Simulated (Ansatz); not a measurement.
Ideal shear of a crystal plane in SiC

Theory: Ansatz 0.2.0, DFT r2SCAN, scalar-relativistic, plane waves, PAW. Settings: plane waves to 500 eV, k-mesh 8×8×3 (Γ-centred), Gaussian smearing 0.05 eV. No spin polarisation. Energies are free energies at this smearing, counted from the undisturbed cell; pressure is positive in compression.

The starting cell (relaxed at this level):

```
CELL_PARAMETERS angstrom
-3.07520 0.00000 0.00000
-1.53760 -2.66320 0.00000
0.00000 0.00000 10.09633
ATOMIC_POSITIONS crystal
Si 0.33333 0.33333 0.90605
Si 0.33333 0.33333 0.40605
Si 0.66667 0.66667 0.15605
Si 0.66667 0.66667 0.65605
C 0.33333 0.33333 0.09395
C 0.33333 0.33333 0.59395
C 0.66667 0.66667 0.34395
C 0.66667 0.66667 0.84395
```

The cut lies on the cell's a–b face, a (0 0 1) plane (indices in the standard cell, whose axes needn't be the Cartesian ones shown) of area 8.19 Å², between layers 1.90 Å apart. Vector c is tilted by f times 1·a + 1·b (length 5.326 Å) with the atoms' Cartesian places fixed: one unrelaxed fault a cell. The traction is dγ/du, the slope of γ against the slip u in Å.

| f | γ (mJ/m²) | traction (GPa) |
| --- | --- | --- |
| 0.0000 | 0 | 0.0 |
| 0.0833 | 635 | 28.8 |
| 0.1667 | 2501 | 53.1 |
| 0.2500 | 4992 | 52.7 |
| 0.3333 | 6304 | 0.0 |
| 0.4167 | 5431 | -29.9 |
| 0.5000 | 4331 | -15.8 |
| 0.5833 | 4078 | 2.4 |
| 0.6667 | 4231 | 0.0 |
| 0.7500 | 3721 | -25.2 |
| 0.8333 | 2161 | -40.1 |
| 0.9167 | 600 | -26.3 |

Q: Read off the first barrier and the stress needed to climb it, and compare with Frenkel's sinusoid.

A: The first sampled maximum lies at f = 0.333, a slip of 1.78 Å, with γ ≈ 6304 mJ/m², which stands in for the unstable fault energy γ_us, and the steepest sampled slope before it is 53.1 GPa. A sinusoid γ = γ_us sin²(πu/λ) with its maximum there has λ = 3.55 Å and a largest slope πγ_us/λ = 55.8 GPa (1 mJ/m² per Å = 0.01 GPa). The stand-in is too high: a rotation axis of order three or more passes through this point, so the curvature is the same in every direction of the plane and the point is a peak of the γ-surface, which slip goes round.

Q: Is there a metastable fault on this line?

A: The samples dip to a local minimum of 4078 mJ/m² at f = 0.583. It lies off the rotation axes, between two maxima that lie on them, so it is most likely the pass between two peaks of the γ-surface: a saddle for slip across the line, a better estimate of γ_us, and no metastable fault.

The cut is rigid; relaxing the faces lowers these energies and usually the stresses.

Cost: 12 runs of about 4.5 core-minutes in all, on Arm Neoverse V2 (shared hosts).